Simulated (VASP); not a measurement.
Method: RPBE GGA, VASP's PBE PAW potentials (set 64) (plane waves; VASP 6.6.1).

A VASP calculation is set up with these files.

**KPOINTS**
```
Automatic mesh
0
Gamma
8 8 8
0 0 0
```

File POSCAR:
```
AlSb
1
    0.0000000000     3.1405828490     3.1405828490
    3.1405828490     0.0000000000     3.1405828490
    3.1405828490     3.1405828490     0.0000000000
Al Sb
1 1
Direct
  0.0000000000   0.0000000000   0.0000000000
  0.2500000000   0.2500000000   0.2500000000
```

**INCAR**
```
ALGO=Normal
EDIFF=1E-7
ENCUT=520
GGA=RP
ISIF=2
ISMEAR=-5
LASPH=.True.
LCHARG=.True.
LMAXMIX=4
LORBIT=11
LREAL=.False.
LWAVE=.False.
NEDOS=601
NELM=100
PREC=Accurate
SYSTEM=AlSb
```

POTCAR, in this order: Al Sb (PBE.64 set). Program: vasp_std.

Output

### OUTCAR
```
 ion  position               nearest neighbor table
   1  0.000  0.000  0.000-   2 2.72   2 2.72   2 2.72   2 2.72
   2  0.250  0.250  0.250-   1 2.72   1 2.72   1 2.72   1 2.72
  LATTYP: Found a face centered cubic cell.
 ALAT       =     6.2811656980
 Subroutine PRICEL returns:
 Original cell was already a primitive cell.
 Subroutine GETGRP returns: Found 24 space group operations
The static configuration has the point symmetry T_d .
The dynamic configuration has the point symmetry T_d .
 Subroutine INISYM returns: Found 24 space group operations
 Subroutine IBZKPT returns following result:
 Found     29 irreducible k-points:

 Following reciprocal coordinates:
            Coordinates               Weight
  0.000000  0.000000  0.000000      1.000000
  0.125000  0.000000  0.000000      8.000000
  0.250000  0.000000  0.000000      8.000000
  0.375000  0.000000  0.000000      8.000000
  0.500000  0.000000  0.000000      4.000000
  0.125000  0.125000  0.000000      6.000000
  0.250000  0.125000  0.000000     24.000000
  0.375000  0.125000  0.000000     24.000000
  0.500000  0.125000  0.000000     24.000000
...
```

OSZICAR:
```
       N       E                     dE             d eps       ncg     rms          rms(c)
DAV:   1     0.174071566878E+02    0.17407E+02   -0.27857E+03   464   0.721E+02
DAV:   2    -0.716543231005E+01   -0.24573E+02   -0.24331E+02   600   0.872E+01
DAV:   3    -0.769300302052E+01   -0.52757E+00   -0.52757E+00   664   0.167E+01
DAV:   4    -0.769594493923E+01   -0.29419E-02   -0.29419E-02   648   0.147E+00
DAV:   5    -0.769596084923E+01   -0.15910E-04   -0.15910E-04   632   0.908E-02    0.346E+00
DAV:   6    -0.766059971313E+01    0.35361E-01   -0.81275E-02   512   0.140E+00    0.214E+00
DAV:   7    -0.765776715307E+01    0.28326E-02   -0.75172E-02   576   0.160E+00    0.420E-01
DAV:   8    -0.766029109723E+01   -0.25239E-02   -0.78887E-03   496   0.522E-01    0.872E-02
DAV:   9    -0.766099055799E+01   -0.69946E-03   -0.86198E-04   624   0.194E-01    0.402E-02
DAV:  10    -0.766122134407E+01   -0.23079E-03   -0.26173E-04   552   0.102E-01    0.126E-02
DAV:  11    -0.766131359310E+01   -0.92249E-04   -0.24903E-04   552   0.102E-01    0.953E-03
DAV:  12    -0.766131637620E+01   -0.27831E-05   -0.53691E-06   608   0.186E-02    0.262E-03
DAV:  13    -0.766131655151E+01   -0.17532E-06   -0.53563E-07   632   0.430E-03    0.192E-03
DAV:  14    -0.766131673103E+01   -0.17952E-06   -0.26563E-07   512   0.345E-03    0.112E-04
DAV:  15    -0.766131673690E+01   -0.58712E-08   -0.10016E-08   272   0.709E-04
   1 F= -.76613167E+01 E0= -.76613167E+01  d E =0.000000E+00
```

File OUTCAR:
```
------------------------ aborting loop because EDIFF is reached ----------------------------------------
  FORCE on cell =-STRESS in cart. coord.  units (eV):
  Direction    XX          YY          ZZ          XY          YZ          ZX
  --------------------------------------------------------------------------------------
  Total        0.0047872      0.0047872      0.0047872     -0.0000000      0.0000000      0.0000000
  in kB        0.1238028      0.1238028      0.1238028     -0.0000000      0.0000000      0.0000000
  external PRESSURE =       0.1238028 kB  Pullay stress =       0.0000000 kB
  volume of cell :       61.95
      direct lattice vectors                 reciprocal lattice vectors
     0.000000000  3.140582849  3.140582849    -0.159206117  0.159206117  0.159206117
     3.140582849  0.000000000  3.140582849     0.159206117 -0.159206117  0.159206117
     3.140582849  3.140582849  0.000000000     0.159206117  0.159206117 -0.159206117
 POSITION                                       TOTAL-FORCE (eV/Angst)
 -----------------------------------------------------------------------------------
      0.00000      0.00000      0.00000         0.000000      0.000000      0.000000
      1.57029      1.57029      1.57029        -0.000000     -0.000000     -0.000000
 -----------------------------------------------------------------------------------
    total drift:                               -0.000000     -0.000000     -0.000000
  FREE ENERGIE OF THE ION-ELECTRON SYSTEM (eV)
  ---------------------------------------------------
  free  energy   TOTEN  =        -7.6613167369 eV

  energy  without entropy=       -7.6613167369  energy(sigma->0) =       -7.66131674

 total charge

# of ion       s       p       d       tot
------------------------------------------
    1        0.420   0.334   0.000   0.754
    2        1.106   1.377   0.021   2.504
--------------------------------------------------
tot          1.526   1.711   0.021   3.258
```
(Selected blocks of OUTCAR.)

The compound is AlSb in the zinc blende structure. It was relaxed first, which changed the volume by +7 %.
